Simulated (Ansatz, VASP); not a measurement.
# Two plane-wave programs on Eu

```
Eu
1.0
     0.00000    2.18047    2.18047
     2.18047    0.00000    2.18047
     2.18047    2.18047    0.00000
Eu
1
Direct
  0.00000 0.00000 0.00000
```

Alike in both runs: functional LDA; k mesh 15 × 15 × 15; occupations fermi-dirac, width 0.1 eV; collinear spin.

Ansatz relaxed the structure, and its values are those at the end. VASP's run is a single point on that final structure, the one shown.

|  | VASP | Ansatz |
| --- | --- | --- |
| version | VASP 6.6.1 | Ansatz 0.2.0 |
| potentials or method | VASP PAW PBE potentials, release 64 (Eu) | PAW with Ansatz's default frozen-core files, scalar-relativistic |
| plane-wave cutoff (eV) | 520 | 420 |
| valence electrons in the cell | 17 | 17 |

```tsv
	VASP	Ansatz	Ansatz less VASP
pressure (GPa)	22.0	22.0	-0.04
net moment per atom (μB)	6.91	6.95	+0.040
size of the moment on the site where the two differ most (μB)	6.56	6.71	+0.157
```

Site moments also hang on the region over which each program counts them.

Caveats: so large a pressure means that the cell lies far from this level's equilibrium, or that cutoff or potentials fall short (VASP); the potentials were made for another functional, which shifts forces and pressure (VASP). The state reached can hang on the start; a lower one may exist.
